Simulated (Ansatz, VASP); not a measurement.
# Hf in VASP and in Ansatz

```xyz
1
Lattice="0.0000 2.2126 2.2126 2.2126 0.0000 2.2126 2.2126 2.2126 0.0000" Properties=species:S:1:pos:R:3 pbc="T T T"
Hf    0.0000    0.0000    0.0000
```

Change from the starting cell: volume scaled by 0.99, crystal datasets.

Alike in both runs: task electric field gradients; functional LDA; k mesh 13 × 13 × 13; occupations fermi-dirac, width 0.03 eV; no spin polarisation.

|  | VASP | Ansatz |
| --- | --- | --- |
| version | VASP 6.6.1 | Ansatz 0.2.0 |
| potentials or method | VASP PAW LDA potentials, release 64 (Hf_pv), cutoff 520 eV | all-electron PAW with datasets made for the crystal, scalar-relativistic |

```tsv
	VASP	Ansatz	Ansatz less VASP
pressure (GPa)	-4.5	-4.5	+0.01
Vzz of the field gradient on the site that differs most (V/Å²)	0.0	0.0	0.00
```

Ansatz ran all-electron here, so the differences hold the error of VASP's frozen core and of both bases. Ansatz warned: «gradients_without_spin_orbit».

The runs have no spin-orbit coupling, so splittings on Hf are missing.
